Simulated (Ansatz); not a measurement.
The system is Co.

```
Co
1.0
     2.47200    0.00000    0.00000
    -1.23600    2.14081    0.00000
     0.00000    0.00000    4.02114
Co
2
Direct
  0.66667 0.33333 0.75000
  0.33333 0.66667 0.25000
```

- Program: Ansatz 0.2.0
- Task: relaxation of cell and atoms
- Functional: B3LYP
- Potentials or basis: Ansatz PAW
- Cutoff: 420 eV (not typed: the program's choice for these potentials)
- k mesh: 6 × 6 × 4
- Occupations: fermi-dirac, width 0.05 eV
- Spin: collinear spin, ferromagnetic start
- Starting moments: [2.0, 2.0] μB

At the start: volume 10.64 Å³/atom.

Q: Where does the relaxation end?

A: It ends after 5 steps and the volume is 10.93 Å³/atom (+2.8 %); space group P6_3/mmc (No. 194, to 0.05 Å); moment 3.35 μB per cell.

Step by step:
```csv
step,energy change (eV),largest force (eV/Å),volume (Å³)
1,0.0000,0.0000,21.28
2,-0.0088,0.0000,21.59
3,-0.0110,0.0000,21.85
4,-0.0110,0.0000,21.87
5,-0.0120,0.0000,21.87
```

Final structure:
```cif
data_structure
_symmetry_space_group_name_H-M 'P 1'
_symmetry_Int_Tables_number 1
_cell_length_a 2.5001
_cell_length_b 2.5001
_cell_length_c 4.0399
_cell_angle_alpha 90.000
_cell_angle_beta 90.000
_cell_angle_gamma 120.000
_cell_volume 21.87
loop_
_atom_site_label
_atom_site_type_symbol
_atom_site_fract_x
_atom_site_fract_y
_atom_site_fract_z
_atom_site_occupancy
Co1 Co 0.66667 0.33333 0.75000 1
Co2 Co 0.33333 0.66667 0.25000 1
```

Caveat: the k mesh is coarse (spacing up to 0.49 Å⁻¹), so the values aren't converged, least of all with exact exchange; the magnetic or orbital state may not be the lowest; the plane-wave basis is chosen anew once the cell has moved, so the energies of steps on either side of that aren't comparable; the PAW data sets come from PBE, with cores solved anew for the run's functional, which leaves a small shift of forces and pressure.
